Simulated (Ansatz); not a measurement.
Crystal: Hf.

```
Hf
1.0
     4.96233    0.00000    0.00000
    -2.48116    4.29750    0.00000
     0.00000    0.00000    3.08623
Hf
3
Direct
  0.00000 0.00000 0.00000
  0.33333 0.66667 0.50000
  0.66667 0.33333 0.50000
```

This isn't the form of Hf at room conditions, which is hcp.

```yaml
Program: Ansatz 0.2.0
Task: relaxation of cell and atoms
Functional: PBEsol
Dispersion: D3(BJ)-ATM
Potentials_or_basis: Ansatz PAW
Cutoff: "420 eV (not typed: the program's choice for these potentials)"
k_mesh: 6 × 6 × 9
Occupations: fermi-dirac, width 0.05 eV
Spin: no spin polarisation
```

At the start: volume 21.94 Å³/atom.

Problem. Where does the relaxation end?

Solution. It ends after 4 steps and the volume is 20.77 Å³/atom (-5.3 %); space group P6/mmm (No. 191, to 0.05 Å).

Step by step:
| step | energy change (eV) | largest force (eV/Å) | volume (Å³) |
| --- | --- | --- | --- |
| 1 | 0.0000 | 0.0000 | 65.82 |
| 2 | -0.0692 | 0.0000 | 62.64 |
| 3 | -0.0701 | 0.0000 | 62.30 |
| 4 | -0.0691 | 0.0000 | 62.30 |

Final structure:
```yaml
crystal:
  lattice:
    - [4.86702, 0.00000, 0.00000]
    - [-2.43351, 4.21497, 0.00000]
    - [0.00000, 0.00000, 3.03671]
  atoms:
    - { symbol: Hf, position: [0.00000, 0.00000, 0.00000] }
    - { symbol: Hf, position: [0.33333, 0.66667, 0.50000] }
    - { symbol: Hf, position: [0.66667, 0.33333, 0.50000] }
```

Caveat: the plane-wave basis is chosen anew once the cell has moved, so the energies of steps on either side of that aren't comparable; pairwise dispersion overbinds metals, which lowers pressure and volume; the PAW data sets come from PBE, with cores solved anew for the run's functional, which leaves a small shift of forces and pressure.
